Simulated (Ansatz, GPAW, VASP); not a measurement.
# One calculation of WC, 3 ways

```
CELL_PARAMETERS angstrom
2.90650 0.00000 0.00000
-1.45325 2.51710 0.00000
0.00000 0.00000 2.83660
ATOMIC_POSITIONS crystal
W 0.00000 0.00000 0.00000
C 0.66667 0.33333 0.50000
```

Alike in all runs: task single point; functional PBE; k mesh 10 × 10 × 9; occupations gaussian, width 0.013 eV; no spin polarisation; no spin-orbit coupling. Pressure is positive in compression and, in plane waves, holds the error of the finite cutoff.

```tsv
program and potentials	plane-wave cutoff (eV)	notes	pressure (GPa)
GPAW, GPAW PAW data sets (gpaw-data 1.2.1)	800	-	5.36
Ansatz, all-electron LAPW, scalar-relativistic	-	-	5.69
VASP, PBE PAW files C, W_sv, 520 eV	520	-	6.73
```

The pressure spans 5.36 (GPAW, GPAW PAW data sets (gpaw-data 1.2.1)) to 6.73 GPa (VASP, PBE PAW files C, W_sv, 520 eV), with all-electron results at 5.69.

The functional is the same throughout but for its coding, so the spread measures potentials, basis and numerics; runs on potential files found faulty are left out.

All three calculations put the cell under compression, so PBE would expand it. The cell is close to the measured one for hexagonal WC, and the sign fits the functional's usual tendency to underbind and slightly overestimate lattice constants. A pressure of several GPa need not mean a large error in volume: strong covalent W 5d–C 2p bonding, with the bonding states filled and the Fermi level near a pseudogap, makes the carbide exceptionally stiff, so even a small strain costs considerable stress.

GPAW, at 5.36 GPa, lies closer to the all-electron 5.69 GPa than VASP does at 6.73 GPa. An incomplete plane-wave basis normally lowers the calculated pressure, so the VASP excess probably comes from the potentials rather than the cutoff. The spread leaves the direction of relaxation unchanged and would correspond to only a small difference in equilibrium volume. A single pressure does not show how the expansion would divide between the basal plane and the c axis.
